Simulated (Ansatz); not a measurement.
Crystal: Si.

```
CELL_PARAMETERS angstrom
3.83132 0.00000 0.00000
-1.91566 3.31802 0.00000
0.00000 0.00000 6.33262
ATOMIC_POSITIONS crystal
Si 0.66667 0.33333 0.93699
Si 0.33333 0.66667 0.43699
Si 0.66667 0.33333 0.56301
Si 0.33333 0.66667 0.06301
```

This isn't the form of Si at room conditions, which is diamond.

Base run:

```yaml
Program: Ansatz 0.2.0
Functional: PBE
Potentials_or_basis: Ansatz PAW
Cutoff: "420 eV (not typed: the program's choice for these potentials)"
k_mesh: 8 × 8 × 4
Occupations: fermi-dirac, width 0.05 eV
Spin: no spin polarisation
```

Its results: band gap on the k mesh 0.42 eV, indirect (least direct gap 1.03 eV); pressure 1.4 GPa; largest force 0.007 eV/Å.

Problem. The run is repeated on the same cell with these changes: functional from PBE to LDA. What comes out?

Solution. Band gap on the k mesh 0.31 eV, indirect (least direct gap 0.92 eV); pressure -2.0 GPa; largest force 0.015 eV/Å.

LDA binds more tightly than PBE, so the same cell stands under less pressure.

Caveats: the PAW data sets come from PBE, with cores solved anew for the run's functional, which leaves a small shift of forces and pressure (some runs).
